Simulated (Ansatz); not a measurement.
**NaF**

**What was measured.** A measured cell of cubic NaF (space group Fm-3m) at 341.25 K, from the Crystallography Open Database (1961, doi:10.1107/S0365110X61002357), has a = 4.640 Å and 12.49 Å³/atom.

Level of theory: DFT, PBE, scalar-relativistic, no spin polarisation; plane waves to 420 eV with PAW datasets (Ansatz 0.2.0), Γ-centred 12×12×12 mesh, 0.05 eV Gaussian smearing. The datasets are Ansatz's generated set soft_2.

```cif
data_structure
_symmetry_space_group_name_H-M 'P 1'
_symmetry_Int_Tables_number 1
_cell_length_a 3.3244
_cell_length_b 3.3244
_cell_length_c 3.3244
_cell_angle_alpha 60.000
_cell_angle_beta 60.000
_cell_angle_gamma 60.000
_cell_volume 25.98
loop_
_atom_site_label
_atom_site_type_symbol
_atom_site_fract_x
_atom_site_fract_y
_atom_site_fract_z
_atom_site_occupancy
Na1 Na 0.00000 0.00000 0.00000 1
F1 F 0.50000 0.50000 0.50000 1
```

The chain of runs began from a measured cell (COD), expanded in volume.

The cell above was scaled in volume, its shape and atoms being fixed by the lattice's symmetry. Energies are counted from the cell above.

The cell is relaxed to zero pressure at this level.

```
V (Å³/atom)  ΔE (meV/atom)  P (GPa)  gap on the mesh (eV)
      12.47            3.1      2.0                  6.30
      12.73            0.8      0.9                  6.19
      12.99            0.0      0.0                  6.09
      13.25            0.7     -0.9                  5.99
      13.51            2.7     -1.6                  5.89
```

Problem. What do the points give for the equilibrium volume, the bulk modulus and its pressure derivative (third-order Birch–Murnaghan)?

Solution. V0 = 12.99 Å³/atom, B0 = 45 GPa, B0′ = 4.2.

B0·V0 = 45.0 GPa × 12.99 Å³ = 3.65 eV/atom sets the scale: near the minimum ΔE ≈ ½ B0 V0 x², with x = V/V0 − 1, and a pressure of 0.5 GPa squeezes the volume by about 1 %. At the ends of the curve: x = −4.0 % predicts 2.9 meV/atom and the run gives 3.1; x = +4.0 % predicts 2.9 meV/atom and the run gives 2.7. The lopsidedness is anharmonic: atoms resist being pushed together more than being pulled apart.

**Against experiment.** PBE gives 4.701 Å and 12.99 Å³/atom, +4.0 % in volume (+1.3 % in length) from the database's cell. PBE usually overestimates volumes by a few per cent. The static lattice also lacks zero-point motion and thermal expansion, roughly 2.4 to 6.0 % in volume at 341.25 K by Grüneisen's rule, γ·3k_BT/(B0·V0) with γ of 1 to 2.5, so its own overestimate is larger than the figure.

Semilocal functionals underestimate band gaps, commonly by a third or more.
